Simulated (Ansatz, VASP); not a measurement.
## Ca in VASP and in Ansatz

INCAR

```
ALGO = Normal
EDIFF = 1E-6
ENCUT = 520
GGA = PS
ISIF = 2
ISMEAR = 0
LASPH = True
LCHARG = False
LREAL = False
LWAVE = False
NBANDS = 17
NELM = 100
PREC = Accurate
SIGMA = 0.15
```

KPOINTS

```
k-points
0
Gamma
  16 16 8
```

POSCAR

```
Ca
1.0
    1.9394756600     -3.3407146309      0.0000000000
    1.9394756600      3.3407146309      0.0000000000
    0.0000000000      0.0000000000      6.7243130902
Ca
2
Direct
    0.8355866000      0.1644134000      0.2500000000
    0.1644134000      0.8355866000      0.7500000000
```

Input for Ansatz:

```yaml
crystal:
  lattice:
    - [1.93947566, -3.3407146309, 0.0]
    - [1.93947566, 3.3407146309, 0.0]
    - [0.0, 0.0, 6.7243130902]
  atoms:
    - { symbol: Ca, position: [0.8355866, 0.1644134, 0.25] }
    - { symbol: Ca, position: [0.1644134, 0.8355866, 0.75] }
basis:
  ecutwfc: 420
kpoints:
  mp_grid: { grid: [16, 16, 8] }
hamiltonian:
  xc: pbesol
scf:
  occupations: { method: gaussian, width: 0.15 }
output:
  forces: true
  stress: true
  eigenvalues: true
```

Alike in both runs: task single point; functional PBEsol; k mesh 16 × 16 × 8; occupations gaussian, width 0.15 eV; no spin polarisation.

```csv
,VASP,Ansatz
version,VASP 6.6.1,Ansatz 0.2.0
potentials or method,"VASP PAW PBE potentials, release 64 (Ca_sv)","scalar-relativistic, plane waves, PAW"
plane-wave cutoff (eV),520,420
valence electrons in the cell,20,20
```

```csv
,VASP,Ansatz,Ansatz less VASP
gap on the k mesh at the Fermi level (eV),none,none,-
pressure (GPa),-1.1,-1.1,-0.01
largest component of the traceless stress (GPa),1.13,1.13,0.000
rms of the force components (eV/Å),0.007,0.007,+0.0001
```

Atom by atom the forces differ by 0.000 eV/Å (rms over components). A gap of «none» marks a metal or a gap that the smearing closes.

Caveats: the PAW data sets were made with another functional, which shifts forces and pressure a little (VASP).
